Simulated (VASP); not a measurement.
# CdS (P3m1) in VASP: a series of runs

One crystal, CdS, is run at these levels: LDA; tasks: single point.

Everything below comes from runs of VASP 6.6.1. Logs are shortened: lines on timing, memory, paths and dates and some standing lists are left out, and cuts for length are marked.

**1. The undisturbed crystal**

Symmetry: P3m1, No. 156, trigonal system. Conventional cell: a = 4.261 Å, b = 4.261 Å, c = 5.804 Å, α = 90.00°, β = 90.00°, γ = 120.00°. Cd (site symmetry 3m) is surrounded by 3 S at 2.46 Å. S (site symmetry 3m) has 3 Cd at 2.46 Å as nearest neighbours.

Measurements of this composition are mostly on another form, of space group No. 186.

**2. Single point, LDA (grid = ENCUT=400 dk=0.6 cell=2x2x2 ISMEAR=0 SIGMA=0.05 LREAL=Auto EDIFF=1e-06)**

INCAR reads:

```
SYSTEM = CdS
ALGO = Fast ; EDIFF = 1E-6
ENCUT = 400 ; GGA = CA
ISIF = 2 ; ISMEAR = 0
LASPH = .True. ; LCHARG = .False.
LREAL = Auto ; LWAVE = .False.
NBANDS = 80 ; NELM = 120
PREC = Accurate ; SIGMA = 0.05
```

KPOINTS reads:

```
k-points
0
Gamma
  2 2 1
  0 0 0
```

POSCAR reads:

```
CdS
1.0
    8.5223391754      0.0000000000      0.0000000000
   -4.2611695878      7.3805622256      0.0000000000
    0.0000000000      0.0000000000     11.6083458800
Cd S
8 8
Direct
    0.0000000000      0.0000000000      0.2213459600
    0.0000000000      0.0000000000      0.7213459600
    0.0000000000      0.5000000000      0.2213459600
    0.0000000000      0.5000000000      0.7213459600
    0.5000000000      0.0000000000      0.2213459600
    0.5000000000      0.0000000000      0.7213459600
    0.5000000000      0.5000000000      0.2213459600
    0.5000000000      0.5000000000      0.7213459600
    0.3333333334      0.1666666666      0.2171540400
    0.3333333334      0.1666666666      0.7171540400
    0.3333333334      0.6666666666      0.2171540400
    0.3333333334      0.6666666666      0.7171540400
    0.8333333333      0.1666666666      0.2171540400
    0.8333333333      0.1666666666      0.7171540400
    0.8333333333      0.6666666666      0.2171540400
    0.8333333333      0.6666666666      0.7171540400
```

Potentials or basis: VASP PAW LDA potentials, release 64 (Cd, S).

On the command line:

```sh
> cat potpaw_LDA.64/Cd/POTCAR potpaw_LDA.64/S/POTCAR > POTCAR
> mpirun -np 1 vasp_std > vasp.out
```

OUTCAR:

```text
SYSTEM = CdS
   EDIFF = 1E-6
   ENCUT = 400
   GGA = CA
   ISIF = 2
   ISMEAR = 0
   LASPH = .True.
   LREAL = Auto
   NELM = 120
   PREC = Accurate

 Found      2 irreducible k-points:

 Following reciprocal coordinates:
            Coordinates               Weight
  0.000000  0.000000  0.000000      1.000000
  0.500000 -0.000000  0.000000      3.000000
   k-points           NKPTS =      2   k-points in BZ     NKDIM =      2   number of bands    NBANDS=     80
   number of dos      NEDOS =    301   number of ions     NIONS =     16
   total plane-waves  NPLWV = 250880
   dimension x,y,z NGX =    56 NGY =   56 NGZ =   80
   dimension x,y,z NGXF=   112 NGYF=  112 NGZF=  160
   ions per type =               8   8
   NGX,Y,Z   is equivalent  to a cutoff of  10.92, 10.92, 11.46 a.u.
   NGXF,Y,Z  is equivalent  to a cutoff of  21.85, 21.85, 22.91 a.u.
 SYSTEM =  CdS
   PREC   = accura    normal or accurate (medium, high low for compatibility)
   ISTART =      0    job   : 0-new  1-cont  2-samecut
   ICHARG =      2    charge: 1-file 2-atom 10-const
   ISPIN  =      1    spin polarized calculation?
   LNONCOLLINEAR =      F non collinear calculations
   LSORBIT =      F    spin-orbit coupling
   LASPH  =      T    aspherical Exc in radial PAW
   ENCUT  =  400.0 eV  29.40 Ry    5.42 a.u.  13.90 13.90 18.93*2*pi/ulx,y,z
   NELM   =    120;   NELMIN=  2; NELMDL= -5     # of ELM steps
   EDIFF  = 0.1E-05   stopping-criterion for ELM
   LREAL  =      T    real-space projection
   EDIFFG = 0.1E-04   stopping-criterion for IOM
   NSW    =      0    number of steps for IOM
   IBRION =     -1    ionic relax: 0-MD 1-quasi-New 2-CG
   NFREE  =      0    steps in history (QN), initial steepest desc. (CG)
   ISIF   =      2    stress and relaxation
   ISYM   =      2    0-nonsym 1-usesym 2-fastsym
   POTIM  = 0.5000    time-step for ionic-motion
   TEBEG  =    0.0;   TEEND  =   0.0 temperature during run
   PSTRESS=    0.0 pullay stress
   NELECT =     144.0000    total number of electrons
   NUPDOWN=      -1.0000    fix difference up-down
   EMIN   =  10.00;   EMAX   =-10.00  energy-range for DOS
   EFERMI =   0.00;   METHOD = LEGACY
   ISMEAR =     0;   SIGMA  =   0.05  broadening in eV -4-tet -1-fermi 0-gaus
   EFERMI_NEDOS =   21; number of points for ismear=-14 and -15
   IALGO  =     68    algorithm
   IMIX   =      4    mixing-type and parameters
     AMIX     =   0.40;   BMIX     =  1.00
     AMIX_MAG =   1.60;   BMIX_MAG =  1.00
  volume/ion in A,a.u.               =      45.64       307.96
  Fermi-wavevector in a.u.,A,eV,Ry     =   0.952919  1.800756 12.354841  0.908055
  Thomas-Fermi vector in A             =   2.081527
   LORBIT       =      0    0 simple, 1 ext, 2 COOP (PROOUT), +10 PAW based schemes
   GGA     = CA    functional components
   LHFCALC =     F    Hartree Fock is set to
   AEXX    =    0.0000 exact exchange contribution
   IVDW    =     0    specifies the selected vdW correction
   LEPSILON=     F    determine dielectric tensor
   LRPA    =     F    only Hartree local field effects (RPA)
 non-spin polarized calculation
 RMM-DIIS sequential band-by-band and
 Gauss-broadening in eV      SIGMA  =   0.05
  energy-cutoff  :      400.00
  volume of cell :      730.16
 maximum number of plane-waves:     13309
 NGX is ok and might be reduce to    56
   NGX = 27   NGY = 27   NGZ = 37

 number of electron     144.0000157 magnetization

 Free energy of the ion-electron system (eV)
  ---------------------------------------------------
  ext. energy  EPLUGINS =         0.00000000
  ---------------------------------------------------
  free energy    TOTEN  =       -52.49005153 eV

  energy without entropy =      -52.49005153  energy(sigma->0) =      -52.49005153

 E-fermi :  -2.0711     XC(G=0):  -6.5329

 val. band max:       -2.3472094961   @ k =   0.0000   0.0000   0.0000
 cond. band min:      -1.0808222449   @ k =   0.0000   0.0000   0.0000
 fundamental gap:      1.2663872512
 Fermi energy:        -2.0711354234

 k-point     1 :       0.0000    0.0000    0.0000
  band No.  band energies     occupation
      1     -13.9101      2.00000
      2     -13.9065      2.00000
      3     -13.5625      2.00000
      4     -13.5625      2.00000
      5     -13.5625      2.00000
      6     -13.5600      2.00000
[... 72 lines left out ...]
     79       1.3308      0.00000
     80       1.3311      0.00000

 k-point     2 :       0.5000   -0.0000    0.0000
  band No.  band energies     occupation
      1     -13.7369      2.00000
      2     -13.7369      2.00000
      3     -13.7338      2.00000
      4     -13.7338      2.00000
      5     -13.5628      2.00000
      6     -13.5628      2.00000
[... 72 lines left out ...]
     79       2.2648      0.00000
     80       2.2829      0.00000

------------------------ aborting loop because EDIFF is reached ----------------------------------------

  FORCE on cell =-STRESS in cart. coord.  units (eV):
  Direction    XX          YY          ZZ          XY          YZ          ZX
  --------------------------------------------------------------------------------------
  -------------------------------------------------------------------------------------
  Total      -16.0868280    -16.0868280     -1.2797347      0.0000000      0.0000000     -0.0000000
  in kB      -35.2989998    -35.2989998     -2.8080958      0.0000000      0.0000000     -0.0000000
  external PRESSURE =     -24.4686985 kB  Pullay stress =       0.0000000 kB

 VOLUME and BASIS-vectors are now :
 -----------------------------------------------------------------------------
  energy-cutoff  :      400.00
  volume of cell :      730.16
      direct lattice vectors                 reciprocal lattice vectors
     8.522339175  0.000000000  0.000000000     0.117338677  0.067745516  0.000000000
    -4.261169588  7.380562226  0.000000000     0.000000000  0.135491033  0.000000000
     0.000000000  0.000000000 11.608345880     0.000000000  0.000000000  0.086144918

 POSITION                                       TOTAL-FORCE (eV/Angst)
 -----------------------------------------------------------------------------------
      0.00000      0.00000      2.56946         0.000000      0.000000     -0.018237
      0.00000      0.00000      8.37363        -0.000000      0.000000     -0.018237
     -2.13058      3.69028      2.56946         0.000000      0.000000     -0.018237
     -2.13058      3.69028      8.37363         0.000000      0.000000     -0.018237
      4.26117      0.00000      2.56946         0.000000      0.000000     -0.018237
      4.26117      0.00000      8.37363        -0.000000      0.000000     -0.018237
[... 8 lines left out ...]
      4.26117      4.92037      2.52080        -0.000000      0.000000      0.018237
      4.26117      4.92037      8.32497        -0.000000     -0.000000      0.018237
 -----------------------------------------------------------------------------------
    total drift:                               -0.000009      0.000002      0.024189

  FREE ENERGIE OF THE ION-ELECTRON SYSTEM (eV)
  ---------------------------------------------------
  free  energy   TOTEN  =       -52.4900515270 eV

  energy  without entropy=      -52.4900515270  energy(sigma->0) =      -52.49005153
```

Wall time 67 s (1 thread of Intel Xeon 6975P-C (Granite Rapids), shared host); peak memory 0.39 GiB.

These settings aren't checked as converged: the numbers below hold their error.

What came out:

```
Free energy            : -52.4901 eV
Pressure               : -2.4 GPa
Largest force          : 0.018 eV/Å
Band gap on the k mesh : 1.27 eV
```

Caveat: the k mesh is coarse (spacing up to 0.54 Å⁻¹), so the values aren't converged.

**3. Single point, LDA (grid = ENCUT=280 dk=0.45 cell=2x2x2 ISMEAR=0 SIGMA=0.05 LREAL=Auto EDIFF=1e-06)**

INCAR, as its differences from that of step 2:

```diff
@@ -2,3 +2,3 @@
 ALGO = Fast ; EDIFF = 1E-6
-ENCUT = 400 ; GGA = CA
+ENCUT = 280 ; GGA = CA
 ISIF = 2 ; ISMEAR = 0
```

KPOINTS reads:

```
k-points
0
Gamma
  2 2 2
  0 0 0
```

POSCAR is that of step 2.

Potentials or basis: VASP PAW LDA potentials, release 64 (Cd, S).

On the command line:

```sh
> cat potpaw_LDA.64/Cd/POTCAR potpaw_LDA.64/S/POTCAR > POTCAR
> mpirun -np 1 vasp_std > vasp.out
```

OUTCAR:

```text
SYSTEM = CdS
   EDIFF = 1E-6
   ENCUT = 280
   GGA = CA
   ISIF = 2
   ISMEAR = 0
   LASPH = .True.
   LREAL = Auto
   NELM = 120
   PREC = Accurate

 Found      4 irreducible k-points:

 Following reciprocal coordinates:
            Coordinates               Weight
  0.000000  0.000000  0.000000      1.000000
  0.500000 -0.000000  0.000000      3.000000
  0.000000  0.000000  0.500000      1.000000
  0.500000 -0.000000  0.500000      3.000000
   k-points           NKPTS =      4   k-points in BZ     NKDIM =      4   number of bands    NBANDS=     80
   number of dos      NEDOS =    301   number of ions     NIONS =     16
   total plane-waves  NPLWV = 147456
   dimension x,y,z NGX =    48 NGY =   48 NGZ =   64
   dimension x,y,z NGXF=    96 NGYF=   96 NGZF=  128
   ions per type =               8   8
   NGX,Y,Z   is equivalent  to a cutoff of   9.36,  9.36,  9.17 a.u.
   NGXF,Y,Z  is equivalent  to a cutoff of  18.73, 18.73, 18.33 a.u.
 SYSTEM =  CdS
   PREC   = accura    normal or accurate (medium, high low for compatibility)
   ISTART =      0    job   : 0-new  1-cont  2-samecut
   ICHARG =      2    charge: 1-file 2-atom 10-const
   ISPIN  =      1    spin polarized calculation?
   LNONCOLLINEAR =      F non collinear calculations
[... 65 lines left out ...]
      2     -13.9126      2.00000
      3     -13.5681      2.00000
      4     -13.5681      2.00000
      5     -13.5681      2.00000
      6     -13.5657      2.00000
[... 321 lines left out ...]
     79       2.1134      0.00000
     80       2.1186      0.00000

------------------------ aborting loop because EDIFF is reached ----------------------------------------

  FORCE on cell =-STRESS in cart. coord.  units (eV):
  Direction    XX          YY          ZZ          XY          YZ          ZX
  --------------------------------------------------------------------------------------
  -------------------------------------------------------------------------------------
  Total      -17.2109740    -17.2109740     -2.8775710      0.0000000      0.0000000     -0.0000000
  in kB      -37.7656905    -37.7656905     -6.3141955      0.0000000      0.0000000     -0.0000000
  external PRESSURE =     -27.2818589 kB  Pullay stress =       0.0000000 kB

 VOLUME and BASIS-vectors are now :
 -----------------------------------------------------------------------------
  energy-cutoff  :      280.00
  volume of cell :      730.16
      direct lattice vectors                 reciprocal lattice vectors
     8.522339175  0.000000000  0.000000000     0.117338677  0.067745516  0.000000000
    -4.261169588  7.380562226  0.000000000     0.000000000  0.135491033  0.000000000
     0.000000000  0.000000000 11.608345880     0.000000000  0.000000000  0.086144918

 POSITION                                       TOTAL-FORCE (eV/Angst)
 -----------------------------------------------------------------------------------
      0.00000      0.00000      2.56946         0.000000      0.000000     -0.020838
      0.00000      0.00000      8.37363         0.000000      0.000000     -0.020838
     -2.13058      3.69028      2.56946         0.000000      0.000000     -0.020838
     -2.13058      3.69028      8.37363         0.000000      0.000000     -0.020838
      4.26117      0.00000      2.56946         0.000000      0.000000     -0.020838
      4.26117      0.00000      8.37363         0.000000      0.000000     -0.020838
[... 8 lines left out ...]
      4.26117      4.92037      2.52080        -0.000000      0.000000      0.020838
      4.26117      4.92037      8.32497        -0.000000     -0.000000      0.020838
 -----------------------------------------------------------------------------------
    total drift:                               -0.000030      0.000007     -0.003690

  FREE ENERGIE OF THE ION-ELECTRON SYSTEM (eV)
  ---------------------------------------------------
  free  energy   TOTEN  =       -52.4253957293 eV

  energy  without entropy=      -52.4253957293  energy(sigma->0) =      -52.42539573
```

stdout:

```text
POSCAR found type information on POSCAR CdS
 POSCAR found :  2 types and      16 ions
 scaLAPACK will be used
 LDA part: xc-table for (Slater(with rela. corr.)+CA(PZ))
 , standard interpolation
 POSCAR, INCAR and KPOINTS ok, starting setup
 FFT: planning ... GRIDC
 FFT: planning ... GRID_SOFT
 FFT: planning ... GRID
 WAVECAR not read
 entering main loop
```

It took 61 s on 1 thread of Intel Xeon 6975P-C (Granite Rapids), shared host; peak memory 0.3 GiB.

These settings aren't checked as converged: the numbers below hold their error.

Results:

| Property | Result |
| --- | --- |
| Free energy | -52.4254 eV |
| Largest force | 0.021 eV/Å |
| Band gap on the k mesh | 1.26 eV |

Caveat: the k mesh is coarse (spacing up to 0.43 Å⁻¹), so the values aren't converged; the cutoff is under 1.25 times the usual one of these potentials, so pressure, stress and relaxed cells hold a basis-set (Pulay) error.

**4. Single point, LDA (grid = ENCUT=340 dk=0.45 cell=2x2x2 ISMEAR=0 SIGMA=0.05 LREAL=Auto EDIFF=1e-06)**

INCAR, as its differences from that of step 3:

```diff
@@ -2,3 +2,3 @@
 ALGO = Fast ; EDIFF = 1E-6
-ENCUT = 280 ; GGA = CA
+ENCUT = 340 ; GGA = CA
 ISIF = 2 ; ISMEAR = 0
```

KPOINTS is that of step 3.

POSCAR is that of step 3.

On the command line:

```sh
> cat potpaw_LDA.64/Cd/POTCAR potpaw_LDA.64/S/POTCAR > POTCAR
> mpirun -np 1 vasp_std > vasp.out
```

Wall time 99 s (1 thread of Intel Xeon 6975P-C (Granite Rapids), shared host); peak memory 0.37 GiB.

These settings aren't checked as converged: the numbers below hold their error.

Results:

```
Free energy            : -52.4948 eV
Pressure               : -2.4 GPa
Largest force          : 0.021 eV/Å
Band gap on the k mesh : 1.26 eV
```

Caveat: the k mesh is coarse (spacing up to 0.43 Å⁻¹), so the values aren't converged; the cutoff is under 1.25 times the usual one of these potentials, so pressure, stress and relaxed cells hold a basis-set (Pulay) error.
